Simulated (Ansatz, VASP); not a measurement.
Two plane-wave programs on GaN

```
Ga N
1.0
     0.00000    2.23132    2.13524
     2.13524    0.00000    2.13524
     2.13524    2.23132    0.00000
Ga N
1 1
Direct
  0.00000 0.00000 0.00000
  0.50000 0.50000 0.50000
```

Change from the starting cell: strain +0.0450 x Voigt [0, 1, 0, 0, 0, 0], atoms carried along.

Alike in both runs: task single point; functional PBEsol; k mesh 14 × 14 × 14; occupations gaussian, width 0.03 eV; no spin polarisation.

|  | VASP | Ansatz |
| --- | --- | --- |
| version | VASP 6.6.1 | Ansatz 0.2.0 |
| potentials or method | VASP PAW PBE potentials, release 64 (Ga_d, N) | scalar-relativistic, plane waves, PAW |
| plane-wave cutoff (eV) | 520 | 420 |
| valence electrons in the cell | 18 | 18 |

VASP gave:

```
gap on the k mesh at the Fermi level (eV)       : none
pressure (GPa)                                  : -14.5
largest component of the traceless stress (GPa) : 2.75
```

Q: What did Ansatz give for the same quantities?

A: gap on the k mesh at the Fermi level (eV): none; pressure (GPa): -14.8; largest component of the traceless stress (GPa): 2.75.

A gap of «none» marks a metal or a gap that the smearing closes.

Caveats: the PAW data sets were made with another functional, which shifts forces and pressure a little (VASP).
